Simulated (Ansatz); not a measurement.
## HgTe under strain: Electric field gradients

The cell is an entry of the Crystallography Open Database (COD), relaxed with PBE at fixed cell and then changed (z stretched by 2 %, ions relaxed).

```
Hg Te
1.0
     0.00000    2.92150    2.97993
     2.92150    0.00000    2.97993
     2.92150    2.92150    0.00000
Hg Te
1 1
Direct
  0.00000 0.00000 0.00000
  0.50000 0.50000 0.50000
```

Atom numbers follow the list; atoms alike are taken as one site, whose name carries the number of the first.

Level of theory: DFT, PBE, plane waves and PAW, scalar-relativistic, 420 eV cutoff, Γ-centred 14×14×14 k-points, Fermi–Dirac smearing 0.05 eV (Ansatz 0.2.0).

Conventions: |V_zz| ≥ |V_yy| ≥ |V_xx|, η = (V_xx − V_yy)/V_zz, C_Q = eQV_zz/h. Directions are in the Cartesian axes of the cell vectors above, for the atom listed; none is given where the gradient is under 0.02 or η is above 0.95.

```
site  first atom          first shell  V_zz (10²¹ V/m²)     η  direction of V_zz (x, y, z)
  Hg           1  6 Te at 2.92–2.98 Å              2.13  0.00               0.00 0.00 1.00
  Te           2  6 Hg at 2.92–2.98 Å             -4.67  0.00               0.00 0.00 1.00
```

An axis of threefold or higher order runs through Hg and Te, so V_zz lies along it and η is zero.

With no gap above 0.1 eV, as in a metal, the gradients converge slowly in k; expect changes of a tenth or more on a denser mesh. Spin–orbit coupling is left out, which shifts gradients on Hg by a few per cent in wide-gap crystals, and can shift them far more where the calculated gap is small or absent, as here. At this changed cell the PBE pressure is 9 GPa.

The relaxation (1 step) took 15 s of wall time (15 s of CPU time) and 0.63 GiB at its peak, on 1 thread of Intel Xeon Platinum 8375C CPU @ 2.90GHz (Ice Lake) (x86_64; 16 cores open to the job, memory cap 3.0 GiB, no GPU), a shared host with a load of 0.6 a core.
